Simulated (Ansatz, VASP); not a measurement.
# BaS: VASP beside Ansatz

The input INCAR:

```
SYSTEM = BaS
ALGO = Normal
EDIFF = 1E-7
ENCUT = 520
GGA = RE
ISIF = 2
ISMEAR = -1
LASPH = .TRUE.
LCHARG = .FALSE.
LREAL = .FALSE.
LWAVE = .FALSE.
NBANDS = 15
NELM = 60
PREC = Accurate
SIGMA = 0.05
```

KPOINTS

```
k-points
0
G
  7 7 7
  0 0 0
```

POSCAR

```
BaS
1.0
    0.0000000000      3.1937500000      3.1937500000
    3.1937500000      0.0000000000      3.1937500000
    3.1937500000      3.1937500000      0.0000000000
Ba S
1 1
Direct
    0.0000000000      0.0000000000      0.0000000000
    0.5000000000      0.5000000000      0.5000000000
```

KPOINTS_OPT

```
path GXWKGLUWLK,UX
10
line-mode
reciprocal
 0.0000000000  0.0000000000  0.0000000000  G
 0.5000000000  0.0000000000  0.5000000000  X

 0.5000000000  0.0000000000  0.5000000000  X
 0.5000000000  0.2500000000  0.7500000000  W

 0.5000000000  0.2500000000  0.7500000000  W
 0.3750000000  0.3750000000  0.7500000000  K

 0.3750000000  0.3750000000  0.7500000000  K
 0.0000000000  0.0000000000  0.0000000000  G

 0.0000000000  0.0000000000  0.0000000000  G
 0.5000000000  0.5000000000  0.5000000000  L

 0.5000000000  0.5000000000  0.5000000000  L
 0.6250000000  0.2500000000  0.6250000000  U

 0.6250000000  0.2500000000  0.6250000000  U
 0.5000000000  0.2500000000  0.7500000000  W

 0.5000000000  0.2500000000  0.7500000000  W
 0.5000000000  0.5000000000  0.5000000000  L

 0.5000000000  0.5000000000  0.5000000000  L
 0.3750000000  0.3750000000  0.7500000000  K

 0.6250000000  0.2500000000  0.6250000000  U
 0.5000000000  0.0000000000  0.5000000000  X
```

input.yaml

```yaml
crystal:
  lattice:
    - [0.0, 3.19375, 3.19375]
    - [3.19375, 0.0, 3.19375]
    - [3.19375, 3.19375, 0.0]
  atoms:
    - { symbol: Ba, position: [0.0, 0.0, 0.0] }
    - { symbol: S, position: [0.5, 0.5, 0.5] }
hamiltonian:
  xc: revpbe
  pseudopotentials: { kind: paw }
kpoints:
  mp_grid: { grid: [7, 7, 7] }
  band_path:
    path:
      - [[0.0, 0.0, 0.0], [0.5, 0.0, 0.5], [0.5, 0.25, 0.75], [0.375, 0.375, 0.75], [0.0, 0.0, 0.0], [0.5, 0.5, 0.5], [0.625, 0.25, 0.625], [0.5, 0.25, 0.75], [0.5, 0.5, 0.5], [0.375, 0.375, 0.75]]
      - [[0.625, 0.25, 0.625], [0.5, 0.0, 0.5]]
    npoints: 14
scf:
  occupations: { method: fermi_dirac, width: 0.05 }
  n_extra_bands: 6
output:
  forces: true
  stress: true
  eigenvalues: true
  fatbands: false
```

Alike in both runs: task band structure; functional revPBE; k mesh 7 × 7 × 7; occupations fermi-dirac, width 0.05 eV; no spin polarisation.

```csv
,VASP,Ansatz
version,VASP 6.6.1,Ansatz 0.2.0
potentials or method,"VASP PAW PBE potentials, release 64 (Ba_sv, S)",Ansatz PAW
plane-wave cutoff (eV),520,420
valence electrons in the cell,16,16
```

```tsv
	VASP	Ansatz	Ansatz less VASP
gap on the k mesh at the Fermi level (eV)	2.27	2.37	+0.101
least direct gap on the mesh (eV)	2.42	2.49	+0.069
gap along the band path (eV)	2.21	2.32	+0.103
pressure (GPa)	2.6	2.0	-0.59
```

Caveats: spin-orbit coupling is left out, which moves the levels of the heavy elements; the PAW data sets were made with another functional, which shifts forces and pressure a little (VASP); the k mesh misses the band edges, so the gap on the mesh is wider than the one along the path (Ansatz); the PAW data sets come from PBE, with cores solved anew for the run's functional, which leaves a small shift of forces and pressure (Ansatz). As with any semilocal functional, this revPBE gap is likely too small.
